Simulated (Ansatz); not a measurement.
Al5N: balancing the decomposition

Theory: DFT PBE, scalar-relativistic, plane waves, PAW (Ansatz). Settings: cutoff 420 eV, Γ-centred meshes spaced at most about 0.3 Å⁻¹, and about 0.25 Å⁻¹ or finer for metals (2π included), Gaussian smearing. No spin polarisation.

Formation energies are uncorrected and refer to the elements' standard structures at the same level (N₂ as a molecule).

Temperature and zero-point effects are left out.

A trial structure of Al5N (reached from: a relaxed cell, shaken at random and relaxed again; relaxed: space group P1 (No. 1), a = 4.761 Å, b = 5.032 Å, c = 8.298 Å, α = 92.2°, β = 91.1°, γ = 90.4°) has a formation energy of -0.051 eV/atom. At its composition the lowest mixture among the elements and 1 reference phase computed alike (others may be missing) consists of these:

```json
{"phase": "Al (solid)", "source": "element", "ΔE_f (eV/atom)": "0.000"}
{"phase": "AlN (P6_3mc)", "source": "COD", "ΔE_f (eV/atom)": "-1.368"}
```

Question: Write the balanced decomposition and find its energy per atom, per formula unit and per mole of formula units.

Answer: Balancing Al and N gives Al5N → 4 Al + AlN. The left side holds 6 atoms, and the products take 4/6 (Al) and 2/6 (AlN) of them. The mixture therefore lies at 4/6 × (0.000) + 2/6 × (-1.368) = -0.456 eV/atom. The reaction energy is -0.456 − (-0.051) = -0.405 eV/atom. Times 6 atoms that is -2.430 eV per Al5N, and times 96.485 it is -234 kJ per mole of Al5N. Decomposition is downhill, so the trial structure is unstable against this mixture.
